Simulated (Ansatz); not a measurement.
# ZnF2 in Ansatz: convergence with k mesh

Input of the first run (k mesh 2 × 2 × 3); the others differ in this setting and in those tied to it:

The input input.yaml:

```yaml
crystal:
  lattice:
    - [4.7048, 0.0, 0.0]
    - [0.0, 4.7048, 0.0]
    - [0.0, 0.0, 3.1338]
  atoms:
    - { symbol: Zn, position: [0.5, 0.5, 0.5] }
    - { symbol: Zn, position: [0.0, 0.0, 0.0] }
    - { symbol: F, position: [0.8024, 0.1976, 0.5] }
    - { symbol: F, position: [0.6976, 0.6976, 0.0] }
    - { symbol: F, position: [0.1976, 0.8024, 0.5] }
    - { symbol: F, position: [0.3024, 0.3024, 0.0] }
hamiltonian:
  xc: pbe
  pseudopotentials: { kind: paw, source: jth }
kpoints:
  mp_grid: { grid: [2, 2, 3] }
scf:
  occupations: { method: cold, width: 0.05 }
output:
  forces: true
  stress: true
  eigenvalues: true
```

Potentials or basis: JTH PAW.

Launch:

```bash
$ ansatz run input.yaml --threads 2 --pin off --max-ram 5632MiB --backend cpu --events-out ev --progress --plain --runs-dir out
```

Hardware: 2 threads of Intel(R) Xeon(R) Platinum 8488C (Sapphire Rapids) (shared host).

Question: The values tried are 2 × 2 × 3, 3 × 3 × 4, 3 × 3 × 5, 4 × 4 × 6, 5 × 5 × 8, 7 × 7 × 10, 8 × 8 × 12, 9 × 9 × 14, loosest first. From which on does the energy stay within 1 meV/atom of the tightest run that finished?

Answer: From 3 × 3 × 4 on.

| k mesh | energy less the tightest run, at zero smearing (meV/atom) | largest force (eV/Å) | SCF cycles | CPU time (s) | peak memory (GiB) |
| --- | --- | --- | --- | --- | --- |
| 2 × 2 × 3 | 3.21 | 0.021 | 9 | 4.2 | 0.72 |
| 3 × 3 × 4 | 0.25 | 0.018 | 9 | 5.6 | 0.75 |
| 3 × 3 × 5 | 0.08 | 0.019 | 9 | 5.5 | 0.77 |
| 4 × 4 × 6 | 0.01 | 0.019 | 9 | 12 | 0.86 |
| 5 × 5 × 8 | 0.00 | 0.019 | 9 | 15 | 0.92 |
| 7 × 7 × 10 | 0.00 | 0.019 | 9 | 29 | 1.1 |
| 8 × 8 × 12 | 0.00 | 0.019 | 9 | 49 | 1.5 |
| 9 × 9 × 14 | 0.00 | 0.019 | 9 | 57 | 1.6 |

Against the tightest run, the largest force stays within 0.005 eV/Å from 2 × 2 × 3 on. Meshes of other sizes hit other points, so gaps and Fermi surfaces needn't settle smoothly. The tightest run that finished is the yardstick and may itself not be fully converged.

Caveat, for the tightest run too: odd divisions of the mesh miss points on the zone boundary, where band edges often lie, so the gap on the mesh can be too wide.
